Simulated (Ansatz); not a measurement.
**MgO (Fm-3m), tetragonal deformation path**

These are results of DFT PBE, scalar-relativistic, plane waves, PAW in Ansatz 0.2.0, not measurements. Settings: plane waves to 350 eV, k-mesh 6×6×6 (Γ-centred), Gaussian smearing 0.05 eV. The mesh is coarse. The cutoff lies under the one recommended for these potentials. No spin polarisation. Energies are free energies at this smearing, counted from the undisturbed cell; pressure is positive in compression.

Reference structure (as given, not relaxed at this level; it stands at -1.8 GPa):

```
Mg O
1.0
     0.00000    2.13515    2.13515
     2.13515    0.00000    2.13515
     2.13515    2.13515    0.00000
Mg O
1 1
Direct
  0.00000 0.00000 0.00000
  0.50000 0.50000 0.50000
```

At fixed volume and fractional coordinates, lengths along (0.000, 0.000, 1.000) are scaled against those across it; ρ is that ratio over its starting value.

```csv
ρ,ΔE (meV/atom)
0.650,1418.2
0.707,765.3
0.780,320.6
0.850,116.0
0.920,26.1
0.960,5.6
1.000,0.0
1.050,7.5
1.100,28.1
1.200,98.3
1.300,200.7
1.414,357.8
1.500,505.1
```

Cost: 13 runs of about 0.26 core-minutes in all, on Intel Xeon Processor @ 2.50GHz (Skylake/Cascade Lake) (shared hosts).